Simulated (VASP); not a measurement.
A run of VASP 6.6.1:

POSCAR

```
TaN
1.0
    2.9380000000      0.0000000000      0.0000000000
   -1.4690000000      2.5443826363      0.0000000000
    0.0000000000      0.0000000000      2.8830000000
Ta N
1 1
Cartesian
    0.0000000000      0.0000000000      1.4415000000
    1.4690000001      0.8481275453      0.0000000000
```

Contents of INCAR.step1:

```
PREC = Accurate
ENCUT = 500
EDIFF = 1E-7
ISMEAR = -1
SIGMA = 0.05
LREAL = F
LASPH = T
NELM = 100
ALGO = Normal
ISIF = 2
LWAVE = F
LCHARG = T
LMAXMIX = 4
GGA = PE
```

KPOINTS.step1

```
Automatic mesh
0
Gamma
  10 10 9
```

The input INCAR.step2:

```
PREC = Accurate
ENCUT = 500
EDIFF = 1E-7
ISMEAR = -5
SIGMA = 0.05
LREAL = F
LASPH = T
NELM = 100
ALGO = Normal
ISIF = 2
LWAVE = F
LCHARG = F
LMAXMIX = 4
GGA = PE
LORBIT = 10
NEDOS = 2001
ICHARG = 11
```

KPOINTS.step2

```
Automatic mesh
0
Gamma
  15 15 14
```

Potentials or basis: VASP PAW PBE potentials, release 54 (Ta, N).

Command:

```console
$ cat potpaw_PBE.54/Ta/POTCAR potpaw_PBE.54/N/POTCAR > POTCAR
$ cp INCAR.step1 INCAR
$ cp KPOINTS.step1 KPOINTS
$ mpirun -np 1 vasp_std > vasp.out
$ cp INCAR.step2 INCAR
$ cp KPOINTS.step2 KPOINTS
$ mpirun -np 1 vasp_std > vasp.out
```

Hardware: 1 thread of Intel(R) Xeon(R) Platinum 8488C (Sapphire Rapids) (shared host).

Task: How long does it take, and how much memory?

Result: Run time: 26 s on 1 thread of Intel(R) Xeon(R) Platinum 8488C (Sapphire Rapids), with other jobs on the host, peak memory 0.18 GiB. Counts: scf iterations 7, k points 216.
